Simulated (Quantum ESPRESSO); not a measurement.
# Mg under changes of volume

One of the cells (23.237 Å³/atom); the others are scaled copies at fixed shape and fractional positions:

```
Mg
1.0
     3.20930    0.00000    0.00000
    -1.60465    2.77934    0.00000
     0.00000    0.00000    5.21030
Mg
2
Direct
  0.66667 0.33333 0.75000
  0.33333 0.66667 0.25000
```

```yaml
Program: Quantum ESPRESSO 7.5
Functional: PBE
Potentials_or_basis: SSSP 1.3 efficiency PBE
Cutoff: 748 eV
Density_cutoff: 5987 eV
k_mesh: 10 × 10 × 5
Occupations: fermi-dirac, width 0.05 eV
Spin: no spin polarisation
```

```csv
volume (Å³/atom),energy over the lowest point (meV/atom),pressure (GPa)
21.843,?,?
22.308,1.71,1.0
22.772,0.00,0.2
23.237,0.46,-0.5
23.702,2.88,-1.1
24.167,7.05,-1.7
24.631,12.80,-2.2
```

Problem. What does the run at 21.843 Å³/atom give?

Solution. Energy over the lowest point 5.84 meV/atom; pressure 1.9 GPa.

Worked out: A Birch-Murnaghan fit of order 3 (a polynomial in V^(-2/3)) to the other rows has its minimum at 22.90 Å³/atom with B0 = V·E''(V) = 36 GPa and B' = 4.2 at fixed shape and positions, which overstates the stiffness. It gives 5.84 meV/atom at 21.843 Å³/atom, against the run's 5.84, and -dE/dV = 1.9 GPa, against 1.9.

Energies are extrapolated to zero smearing.
